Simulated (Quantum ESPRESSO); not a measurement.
# Te2Mo (P6_3/mmc) in Quantum ESPRESSO: band structure with vdW-DF3-opt1

Aim: the band structure of Te2Mo with vdW-DF3-opt1.

Program: Quantum ESPRESSO 7.5. These are calculated values, not measurements. Logs are shortened: lines on timing, memory, paths and dates and some standing lists are left out, and cuts for length are marked.

**The experiment to reproduce.**

“Broadband infrared study of pressure-tunable Fano resonance and metallization transition in 2H-MoTe2”, 2022, pmc:9569381 quotes, for a bulk crystal of Te2Mo at 300 K: band gap 0.88 ± 0.05 eV (indirect).

The runs below are set against these values where they give the same quantity.

**1. The structure**

The structure is hexagonal, space group P6_3/mmc (No. 194). The conventional cell has a = 3.518 Å, b = 3.518 Å, c = 13.974 Å, α = 90.00°, β = 90.00°, γ = 120.00°. Te (site symmetry 3m) is surrounded by 3 Mo at 2.72 Å. Mo (site symmetry -6m2) is surrounded by 6 Te at 2.72 Å.

**2. Band structure, vdW-DF3-opt1**

The input, pw.in:

```
&CONTROL
  calculation = 'scf'
  prefix = 'pwscf'
  outdir = './tmp'
  pseudo_dir = './pseudo'
  tprnfor = .true.
  tstress = .true.
  disk_io = 'low'
/
&SYSTEM
  ibrav = 0
  A = 3.5182
  nat = 6
  ntyp = 2
  ecutwfc = 80
  nbnd = 60
  input_dft = 'vdw-df3-opt1'
  occupations = 'smearing'
  smearing = 'fd'
  degauss = 0.00367493
/
&ELECTRONS
  conv_thr = 1.2d-09
  electron_maxstep = 120
  mixing_beta = 0.5
/
ATOMIC_SPECIES
Te   127.6000 Te.upf
Mo    95.9500 Mo.upf
CELL_PARAMETERS alat
   1.0000000000    0.0000000000    0.0000000000
  -0.5000000000    0.8660254038    0.0000000000
   0.0000000000    0.0000000000    3.9718037633
ATOMIC_POSITIONS alat
Te     0.5000000000    0.2886751346    1.5053136263
Te     0.0000000000    0.5773502692    3.4912155079
Te     0.5000000000    0.2886751346    0.4805882554
Te     0.0000000000    0.5773502692    2.4664901370
Mo     0.5000000000    0.2886751346    2.9788528225
Mo     0.0000000000    0.5773502692    0.9929509408
K_POINTS automatic
9 9 2 0 0 0
```

The input, bands.in:

```
&CONTROL
  calculation = 'bands'
  prefix = 'pwscf'
  outdir = './tmp'
  pseudo_dir = './pseudo'
  disk_io = 'low'
  verbosity = 'high'
/
&SYSTEM
  ibrav = 0
  A = 3.5182
  nat = 6
  ntyp = 2
  ecutwfc = 80
  nbnd = 60
  input_dft = 'vdw-df3-opt1'
  occupations = 'smearing'
  smearing = 'fd'
  degauss = 0.00367493
/
&ELECTRONS
  conv_thr = 1d-08
  electron_maxstep = 120
  mixing_beta = 0.5
  diago_full_acc = .true.
/
ATOMIC_SPECIES
Te   127.6000 Te.upf
Mo    95.9500 Mo.upf
CELL_PARAMETERS alat
   1.0000000000    0.0000000000    0.0000000000
  -0.5000000000    0.8660254038    0.0000000000
   0.0000000000    0.0000000000    3.9718037633
ATOMIC_POSITIONS alat
Te     0.5000000000    0.2886751346    1.5053136263
Te     0.0000000000    0.5773502692    3.4912155079
Te     0.5000000000    0.2886751346    0.4805882554
Te     0.0000000000    0.5773502692    2.4664901370
Mo     0.5000000000    0.2886751346    2.9788528225
Mo     0.0000000000    0.5773502692    0.9929509408
K_POINTS crystal
60
 0.0000000000  0.0000000000  0.0000000000 1
 0.0555555556  0.0000000000  0.0000000000 1
 0.1111111111  0.0000000000  0.0000000000 1
 0.1666666667  0.0000000000  0.0000000000 1
 0.2222222222  0.0000000000  0.0000000000 1
 0.2777777778  0.0000000000  0.0000000000 1
 0.3333333333  0.0000000000  0.0000000000 1
 0.3888888889  0.0000000000  0.0000000000 1
 0.4444444444  0.0000000000  0.0000000000 1
 0.5000000000  0.0000000000  0.0000000000 1
 0.4666666667  0.0666666667  0.0000000000 1
 0.4333333333  0.1333333333  0.0000000000 1
 0.4000000000  0.2000000000  0.0000000000 1
 0.3666666667  0.2666666667  0.0000000000 1
 0.3333333333  0.3333333333  0.0000000000 1
 0.3030303030  0.3030303030  0.0000000000 1
 0.2727272727  0.2727272727  0.0000000000 1
 0.2424242424  0.2424242424  0.0000000000 1
 0.2121212121  0.2121212121  0.0000000000 1
 0.1818181818  0.1818181818  0.0000000000 1
 0.1515151515  0.1515151515  0.0000000000 1
 0.1212121212  0.1212121212  0.0000000000 1
 0.0909090909  0.0909090909  0.0000000000 1
 0.0606060606  0.0606060606  0.0000000000 1
 0.0303030303  0.0303030303  0.0000000000 1
 0.0000000000  0.0000000000  0.0000000000 1
 0.0000000000  0.0000000000  0.5000000000 1
 0.0500000000  0.0000000000  0.5000000000 1
 0.1000000000  0.0000000000  0.5000000000 1
 0.1500000000  0.0000000000  0.5000000000 1
 0.2000000000  0.0000000000  0.5000000000 1
 0.2500000000  0.0000000000  0.5000000000 1
 0.3000000000  0.0000000000  0.5000000000 1
 0.3500000000  0.0000000000  0.5000000000 1
 0.4000000000  0.0000000000  0.5000000000 1
 0.4500000000  0.0000000000  0.5000000000 1
 0.5000000000  0.0000000000  0.5000000000 1
 0.4666666667  0.0666666667  0.5000000000 1
 0.4333333333  0.1333333333  0.5000000000 1
 0.4000000000  0.2000000000  0.5000000000 1
 0.3666666667  0.2666666667  0.5000000000 1
 0.3333333333  0.3333333333  0.5000000000 1
 0.3076923077  0.3076923077  0.5000000000 1
 0.2820512821  0.2820512821  0.5000000000 1
 0.2564102564  0.2564102564  0.5000000000 1
 0.2307692308  0.2307692308  0.5000000000 1
 0.2051282051  0.2051282051  0.5000000000 1
 0.1794871795  0.1794871795  0.5000000000 1
 0.1538461538  0.1538461538  0.5000000000 1
 0.1282051282  0.1282051282  0.5000000000 1
 0.1025641026  0.1025641026  0.5000000000 1
 0.0769230769  0.0769230769  0.5000000000 1
 0.0512820513  0.0512820513  0.5000000000 1
 0.0256410256  0.0256410256  0.5000000000 1
 0.0000000000  0.0000000000  0.5000000000 1
 0.5000000000  0.0000000000  0.5000000000 1
 0.5000000000  0.0000000000  0.0000000000 1
 0.3333333333  0.3333333333  0.0000000000 1
 0.3333333333  0.3333333333  0.2500000000 1
 0.3333333333  0.3333333333  0.5000000000 1
```

Potentials or basis: PseudoDojo 0.4.1 SR PBE standard.

Command:

```bash
$ OMP_NUM_THREADS=1 pw.x -in pw.in > pw.out
$ OMP_NUM_THREADS=1 pw.x -in bands.in > bands.out
```

pw.out:

```text
This program is part of the open-source Quantum ESPRESSO suite
     for quantum simulation of materials; please cite
         "P. Giannozzi et al., J. Phys.:Condens. Matter 21 395502 (2009);
         "P. Giannozzi et al., J. Phys.:Condens. Matter 29 465901 (2017);
         "P. Giannozzi et al., J. Chem. Phys. 152 154105 (2020);
     in publications or presentations arising from this work. More details at

     IMPORTANT: XC functional enforced from input :
     Exchange-correlation= VDW-DF3-OPT1
                           (   1   4  45   0   3   0   0)
     Any further DFT definition will be discarded
     Please, verify this is what you really want

     Message from routine setup:
     using ibrav=0 with symmetry is DISCOURAGED, use correct ibrav instead

     G-vector sticks info
     --------------------
     sticks:   dense  smooth     PW     G-vecs:    dense   smooth      PW
     Sum         967     967    283                97585    97585   15063

     Using Slab Decomposition

     bravais-lattice index     =            0
     lattice parameter (alat)  =       6.6484  a.u.
     unit-cell volume          =    1010.8264 (a.u.)^3
     number of atoms/cell      =            6
     number of atomic types    =            2
     number of electrons       =        92.00
     number of Kohn-Sham states=           60
     kinetic-energy cutoff     =      80.0000  Ry
     charge density cutoff     =     320.0000  Ry
     scf convergence threshold =      1.2E-09
     mixing beta               =       0.5000
     number of iterations used =            8  plain     mixing
     Exchange-correlation= VDW-DF3-OPT1
                           (   1   4  45   0   3   0   0)

     celldm(1)=   6.648434  celldm(2)=   0.000000  celldm(3)=   0.000000
     celldm(4)=   0.000000  celldm(5)=   0.000000  celldm(6)=   0.000000

     crystal axes: (cart. coord. in units of alat)
               a(1) = (   1.000000   0.000000   0.000000 )
               a(2) = (  -0.500000   0.866025   0.000000 )
               a(3) = (   0.000000   0.000000   3.971804 )

     reciprocal axes: (cart. coord. in units 2 pi/alat)
               b(1) = (  1.000000  0.577350 -0.000000 )
               b(2) = (  0.000000  1.154701  0.000000 )
               b(3) = (  0.000000 -0.000000  0.251775 )

     PseudoPot. # 1 for Te read from file:
     Te.upf
     Pseudo is Norm-conserving + core correction, Zval = 16.0
     Generated using ONCVPSP code by D. R. Hamann
     Using radial grid of 1294 points,  6 beta functions with:
                l(1) =   0
                l(2) =   0
                l(3) =   1
                l(4) =   1
                l(5) =   2
                l(6) =   2

     PseudoPot. # 2 for Mo read from file:
     Mo.upf
     Pseudo is Norm-conserving + core correction, Zval = 14.0
     Generated using ONCVPSP code by D. R. Hamann
     Using radial grid of 1640 points,  6 beta functions with:
                l(1) =   0
                l(2) =   0
                l(3) =   1
                l(4) =   1
                l(5) =   2
                l(6) =   2

     atomic species   valence    mass     pseudopotential
     Te               16.00   127.60000     Te( 1.00)
     Mo               14.00    95.95000     Mo( 1.00)

     24 Sym. Ops., with inversion, found (12 have fractional translation)

   Cartesian axes

     site n.     atom                  positions (alat units)
         1        Te     tau(   1) = (   0.5000000   0.2886751   1.5053136  )
         2        Te     tau(   2) = (   0.0000000   0.5773503   3.4912155  )
         3        Te     tau(   3) = (   0.5000000   0.2886751   0.4805883  )
         4        Te     tau(   4) = (   0.0000000   0.5773503   2.4664901  )
         5        Mo     tau(   5) = (   0.5000000   0.2886751   2.9788528  )
         6        Mo     tau(   6) = (   0.0000000   0.5773503   0.9929509  )

     number of k points=    24  Fermi-Dirac smearing, width (Ry)=  0.0037
                       cart. coord. in units 2pi/alat
        k(    1) = (   0.0000000   0.0000000   0.0000000), wk =   0.0123457
        k(    2) = (   0.0000000   0.0000000  -0.1258874), wk =   0.0123457
        k(    3) = (   0.0000000   0.1283001   0.0000000), wk =   0.0740741
        k(    4) = (   0.0000000   0.1283001  -0.1258874), wk =   0.0740741
        k(    5) = (   0.0000000   0.2566001   0.0000000), wk =   0.0740741
        k(    6) = (   0.0000000   0.2566001  -0.1258874), wk =   0.0740741
[... 16 lines left out ...]
        k(   23) = (   0.3333333   0.5773503   0.0000000), wk =   0.0246914
        k(   24) = (   0.3333333   0.5773503  -0.1258874), wk =   0.0246914

     Dense  grid:    97585 G-vectors     FFT dimensions: (  40,  40, 160)

     Initial potential from superposition of free atoms

     starting charge      91.9963, renormalised to      92.0000

     %%%%%%%%%%%%%%%%%%%%%%%%%%%%%%%%%%%%%%%%%%%%%%%%%%%%%%%%%%%%%%%%%%%%%%%%
     %                                                                      %
     % You are using vdW-DF, which was implemented by the Thonhauser group. %
     % Please cite the following two papers that made this development      %
     % possible and the two reviews that describe the various versions:     %
     %                                                                      %
     %   T. Thonhauser et al., PRL 115, 136402 (2015).                      %
     %   T. Thonhauser et al., PRB 76, 125112 (2007).                       %
     %   K. Berland et al., Rep. Prog. Phys. 78, 066501 (2015).             %
     %   D.C. Langreth et al., J. Phys.: Condens. Matter 21, 084203 (2009). %
     %                                                                      %
     % If you are calculating stress with vdW-DF, please also cite:         %
     %                                                                      %
     %   R. Sabatini et al., J. Phys.: Condens. Matter 24, 424209 (2012).   %
     %                                                                      %
     %%%%%%%%%%%%%%%%%%%%%%%%%%%%%%%%%%%%%%%%%%%%%%%%%%%%%%%%%%%%%%%%%%%%%%%%

     %%%%%%%%%%%%%%%%%%%%%%%%%%%%%%%%%%%%%%%%%%%%%%%%%%%%%%%%%%%%%%%%%%%%%%%%
     %                                                                      %
     %  vdW-DF NEWS:                                                        %
     %                                                                      %
     %  * vdW-DF3 is now available. DOI: 10.1021/acs.jctc.0c00471           %
     %    use with input_dft = 'vdW-DF3-opt1' or 'vdW-DF3-opt2'             %
     %                                                                      %
     %  * Unscreened and range-separated hybrid vdW-DF-cx functionals       %
     %    DOI: 10.1063/1.4986522 and 10.1088/1361-648X/ac2ad2               %
     %    use with input_dft = 'vdW-DF-cx0'    and 'vdW-DF-ahcx'            %
     %  * Unscreened and range-separated hybrid vdW-DF2-b86r functionals    %
     %    DOI: 10.1063/1.4986522 and DOI: 10.1103/PhysRevX.12.041003        %
     %    use with input_dft = 'vdW-DF2-br0' and 'vdW-DF2-ahbr'             %
     %                                                                      %
     %%%%%%%%%%%%%%%%%%%%%%%%%%%%%%%%%%%%%%%%%%%%%%%%%%%%%%%%%%%%%%%%%%%%%%%%

     Starting wfcs are   56 randomized atomic wfcs +    4 random wfcs

     Self-consistent Calculation

     iteration #  1     ecut=    80.00 Ry     beta= 0.50
     Davidson diagonalization with overlap
     ethr =  1.00E-02,  avg # of iterations =  5.6

     Threshold (ethr) on eigenvalues was too large:
     Diagonalizing with lowered threshold

     Davidson diagonalization with overlap
     ethr =  4.25E-04,  avg # of iterations =  2.0

     total energy              =   -1119.60073428 Ry
     estimated scf accuracy    <       0.40461670 Ry

     iteration #  2     ecut=    80.00 Ry     beta= 0.50
     Davidson diagonalization with overlap
     ethr =  4.40E-04,  avg # of iterations =  2.3
[... 50 lines left out ...]
     total energy              =   -1119.73244189 Ry
     estimated scf accuracy    <       0.00000001 Ry

     iteration # 10     ecut=    80.00 Ry     beta= 0.50
     Davidson diagonalization with overlap
     ethr =  1.43E-11,  avg # of iterations =  2.2

     End of self-consistent calculation

          k = 0.0000 0.0000 0.0000 ( 12243 PWs)   bands (ev):

   -48.1540 -48.1540 -23.9592 -23.9592 -23.9588 -23.9588 -23.9457 -23.9457
   -23.9455 -23.9455 -23.8997 -23.8997 -23.8981 -23.8981 -23.8887 -23.8887
   -23.8873 -23.8873 -23.8825 -23.8811 -23.8732 -23.8718 -22.3422 -22.3421
   -22.1852 -22.1852 -22.1852 -22.1852  -0.4865  -0.1712   0.3651   0.8564
     6.7423   8.0403   9.4897  10.7561  10.7561  10.7715  10.7715  11.5458
    11.5458  11.5665  11.5821  11.5821  12.2717  12.6149  15.4596  15.4596
    15.5870  15.5870  15.6668  15.6668  15.9162  15.9162  18.2661  18.8100
    19.9297  20.3422  21.0019  21.6083
[... 245 lines left out ...]
   -48.1435 -48.1435 -23.9672 -23.9672 -23.9428 -23.9428 -23.9335 -23.9335
   -23.9330 -23.9330 -23.9179 -23.9179 -23.9050 -23.9050 -23.8938 -23.8938
   -23.8936 -23.8936 -23.8750 -23.8750 -23.8596 -23.8596 -22.3030 -22.3030
   -22.2593 -22.2593 -22.2572 -22.2572   1.9794   1.9794   2.1755   2.1755
     7.8321   7.8321   7.9839   7.9839   8.6110   8.6110   9.0100   9.0100
     9.8884   9.8884  10.6068  10.6068  12.3739  12.3739  13.5602  13.5602
    14.2393  14.2393  14.9548  14.9548  16.2082  16.2082  17.6619  17.6619
    18.4373  18.4373  20.0036  20.0036

     the Fermi energy is    12.9685 ev

!    total energy              =   -1119.73244189 Ry
     estimated scf accuracy    <          4.6E-10 Ry
     smearing contrib. (-TS)   =      -0.00000205 Ry
     internal energy E=F+TS    =   -1119.73243984 Ry

     The total energy is F=E-TS. E is the sum of the following terms:
     one-electron contribution =    -474.74430722 Ry
     hartree contribution      =     277.83492406 Ry
     xc contribution           =    -238.06399801 Ry
     ewald contribution        =    -684.75905866 Ry

     convergence has been achieved in  10 iterations

     Forces acting on atoms (cartesian axes, Ry/au):

     atom    1 type  1   force =     0.00000000   -0.00000000    0.00470044
     atom    2 type  1   force =     0.00000000    0.00000000    0.00470044
     atom    3 type  1   force =     0.00000000   -0.00000000   -0.00470044
     atom    4 type  1   force =     0.00000000   -0.00000000   -0.00470044
     atom    5 type  2   force =     0.00000000    0.00000000    0.00000000
     atom    6 type  2   force =     0.00000000    0.00000000    0.00000000

     Total force =     0.009401     Total SCF correction =     0.000228

     Computing stress (Cartesian axis) and pressure

          total   stress  (Ry/bohr**3)                   (kbar)     P=        9.20
   0.00005504  -0.00000000   0.00000000            8.10       -0.00        0.00
  -0.00000000   0.00005504  -0.00000000           -0.00        8.10       -0.00
   0.00000000  -0.00000000   0.00007746            0.00       -0.00       11.39

=------------------------------------------------------------------------------=
   JOB DONE.
=------------------------------------------------------------------------------=
```

Run time: 18 min. Hardware: 1 thread of Arm Neoverse V1, shared host; peak memory 0.79 GiB.

What came out:

- Free energy: -15234.7360 eV
- Pressure: 0.9 GPa
- Largest force: 0.121 eV/Å
- Band gap on the k mesh: 0.76 eV, indirect (least direct gap 1.04 eV)
- Band gap along the path: 0.71 eV, indirect (least direct gap 1.04 eV)

Forces in eV/Å, atoms in the order of the input:
```
Te   0.000  0.000  0.121
Te   0.000  0.000  0.121
Te   0.000  0.000 -0.121
Te   0.000  0.000 -0.121
Mo   0.000  0.000  0.000
Mo   0.000  0.000  0.000
```

Levels at the corners of the path, in eV from the valence-band top:
```
point  band 44  band 45  band 46  band 47  band 48  band 49
    Γ    -1.03    -0.34     0.00     2.84     2.84     2.97
    M    -0.95    -0.63    -0.35     1.23     1.29     1.42
    K    -1.85    -0.33    -0.10     0.94     0.94     1.16
    Γ    -1.03    -0.34     0.00     2.84     2.84     2.97
    A    -1.05    -0.09    -0.09     2.88     2.88     2.88
    L    -0.95    -0.49    -0.49     1.26     1.26     1.60
    H    -2.01    -0.24    -0.24     0.95     0.95     1.62
    A    -1.05    -0.09    -0.09     2.88     2.88     2.88
    L    -0.95    -0.49    -0.49     1.26     1.26     1.60
    M    -0.95    -0.63    -0.35     1.23     1.29     1.42
    K    -1.85    -0.33    -0.10     0.94     0.94     1.16
    H    -2.01    -0.24    -0.24     0.95     0.95     1.62
```

Caveat: the potentials were made for another functional, which shifts forces and pressure; spin-orbit coupling is left out, which moves the levels of the heavy elements.

**3. Against experiment**

Step 2. Against the measured gap of Te2Mo, 0.88 eV (indirect; 300 K; quoted in “Broadband infrared study of pressure-tunable Fano resonance and metallization transition in 2H-MoTe2”, 2022, pmc:9569381), the calculated 0.71 eV is off by -0.17 eV. Spin-orbit coupling on Mo, Te is left out. The value is that of vdW-DF3-opt1, without temperature or zero-point motion.
